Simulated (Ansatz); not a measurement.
**RbBr in Ansatz: the effect of functional**

The system is RbBr.

```
Rb Br
1.0
     0.00000    3.40400    3.40400
     3.40400    0.00000    3.40400
     3.40400    3.40400    0.00000
Rb Br
1 1
Direct
  0.00000 0.00000 0.00000
  0.50000 0.50000 0.50000
```

The cell isn't the ideal one: volume scaled by 0.98.

Alike in all runs:

* Program: Ansatz 0.2.0
* Task: single point
* Potentials or basis: Ansatz PAW
* Cutoff: 420 eV (not typed: the program's choice for these potentials)
* k mesh: 7 × 7 × 7
* Occupations: fermi-dirac, width 0.05 eV
* Spin: no spin polarisation

| functional | gap on the mesh (eV) | pressure (GPa) |
| --- | --- | --- |
| LDA | ? | ? |
| PBE | 4.42 | 1.4 |
| PBEsol | 4.26 | 0.2 |

**Question.** What does the run with functional LDA give?

**Answer.** gap on the mesh 4.00 eV; pressure -1.0 GPa.

Caveats: odd divisions of the mesh miss points on the zone boundary, where band edges often lie, so the gap on the mesh can be too wide; the PAW data sets come from PBE, with cores solved anew for the run's functional, which leaves a small shift of forces and pressure (some runs).

A k mesh can miss the band edges.
